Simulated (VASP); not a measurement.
The system is C.

```
C
1.0
     2.46100    0.00000    0.00000
    -1.23050    2.13129    0.00000
     0.00000    0.00000    6.70800
C
4
Direct
  0.00000 0.00000 0.25000
  0.33333 0.66667 0.25000
  0.50000 0.00000 0.75000
  0.83333 0.66667 0.75000
```

The cell was built by a generator and needn't be a form met in nature.

Base run:

- Program: VASP 6.6.1
- Functional: PBEsol
- Potentials or basis: VASP PAW PBE potentials, release 64 (C)
- Cutoff: 520 eV
- k mesh: 16 × 16 × 4
- Occupations: fermi-dirac, width 0.05 eV
- Spin: no spin polarisation

Its results: band gap on the k mesh 0.19 eV; pressure 0.4 GPa; largest force 0.011 eV/Å.

Q: After a change of settings the same cell gave: band gap on the k mesh 0.22 eV; pressure -2.3 GPa; largest force 0.017 eV/Å. Which change was it?
A. functional from PBEsol to optB86b-vdW
B. functional from PBEsol to SCAN
C. functional from PBEsol to LDA; potentials or basis from VASP PAW PBE potentials, release 64 (C) to VASP PAW LDA potentials, release 64 (C)
D. functional from PBEsol to vdW-DF2

A: B.

Caveats: the PAW data sets were made with another functional, which shifts forces and pressure a little; this functional lacks dispersion, which binds the layers, so the pressure and a relaxed spacing across them are unreliable (some runs).

Runs at the PBE level aren't shown here.
